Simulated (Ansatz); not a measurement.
# Sn: strong compression

An exercise on one series of results from a longer session: the logs are not shown, and one member is left open.

Program: Ansatz 0.2.0. Level of theory: DFT, PBE, PAW with Ansatz's default frozen-core files, scalar-relativistic. These are calculated values, not measurements.

### The structure to begin with

Symmetry: Im-3m, No. 229, cubic system. Conventional cell: a = 3.826 Å, b = 3.826 Å, c = 3.826 Å, α = 90.00°, β = 90.00°, γ = 90.00°. Sn (site symmetry m-3m) is surrounded by 8 Sn at 3.31 Å.

As a file:

```
CELL_PARAMETERS angstrom
-1.91293 1.91293 1.91293
1.91293 -1.91293 1.91293
1.91293 1.91293 -1.91293
ATOMIC_POSITIONS crystal
Sn 0.00000 0.00000 0.00000
```

Whether this phase is the stable one at these pressures isn't tested.

The first run:

The input, input.yaml:

```yaml
crystal:
  lattice:
    - [-1.9129311828, 1.9129311828, 1.9129311828]
    - [1.9129311828, -1.9129311828, 1.9129311828]
    - [1.9129311828, 1.9129311828, -1.9129311828]
  atoms:
    - { symbol: Sn, position: [0.0, 0.0, 0.0] }
kpoints:
  mp_grid: { grid: [14, 14, 14] }
scf:
  occupations: { method: fermi_dirac, width: 0.1 }
hamiltonian:
  xc: pbe
  pseudopotentials: { kind: paw }
output:
  forces: true
  stress: true
relax:
  f_tol: 0.005
  max_steps: 40
  cell: {}
```

On the command line:

```sh
> ansatz run input.yaml --threads 1 --pin off --max-ram 2048MiB --backend cpu --events-out ev --progress --plain --runs-dir out
```

Among the steps run: Cell relaxed at zero pressure, PAW; Volume scaled by 1, PAW; Volume scaled by 0.9, PAW; Volume scaled by 0.8, PAW; Volume scaled by 0.7, PAW; Volume scaled by 0.6, PAW; Volume scaled by 0.5, PAW; Volume scaled by 0.4, PAW; Volume scaled by 0.4, PAW (cutoff 250 eV).

One of the session's tables, all rows but one given; the rest of the session is left out.

| method | volume over the first | volume (Å³/atom) | pressure (GPa) |
| --- | --- | --- | --- |
| PAW | 1 | 27.627 | 0.01 |
| PAW | 0.9 | 24.864 | 6.45 |
| PAW | 0.8 | 22.101 | 18.14 |
| PAW | 0.7 | 19.339 | 40.15 |
| PAW | 0.6 | ? | ? |
| PAW | 0.5 | 13.813 | 176.75 |
| PAW | 0.4 | 11.051 | 400.02 |
| PAW (cutoff 250 eV) | 0.4 | 11.051 | 405.44 |

Q: Estimate the row for PAW, 0.6 from the others.

**Answer.** volume (Å³/atom): 16.576; pressure (GPa): 83.62. In the column «volume (Å³/atom)» it lies between PAW, 0.5 (13.813) and PAW, 0.7 (19.339).

To keep in mind: Warnings in the runs' records: cutoff below recommended.
